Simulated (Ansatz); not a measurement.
Te:

```
Te
1.0
     3.82029   -2.14820    0.00000
     3.82029    2.14820    0.00000
    -0.09429    0.00000    5.97609
Te
3
Cartesian
  0.0000 0.0000 0.0000
  2.3324 0.0000 2.0248
  5.2139 0.0000 3.9513
```

This isn't the form of Te at room conditions, which is trigonal, of chains.

Base run:

| Item | Value |
| --- | --- |
| Program | Ansatz 0.2.0 |
| Functional | LDA |
| Potentials or basis | Ansatz PAW |
| Cutoff | 420 eV |
| Density cutoff | 1680 eV |
| k mesh | 7 × 7 × 5 |
| Occupations | fermi-dirac, width 0.05 eV |
| Spin | no spin polarisation |

Its results: pressure -2.8 GPa; largest force 0.066 eV/Å.

**Question.** The run is repeated on the same cell with these changes: functional from LDA to PBEsol; k mesh from 7 × 7 × 5 to 6 × 6 × 4. What comes out?

**Answer.** Pressure -1.9 GPa; largest force 0.039 eV/Å.

Several settings changed at once, so the effect can't be laid on one alone.

Caveats: the PAW data sets come from PBE, with cores solved anew for the run's functional, which leaves a small shift of forces and pressure.

Not every run made on this cell is shown here.
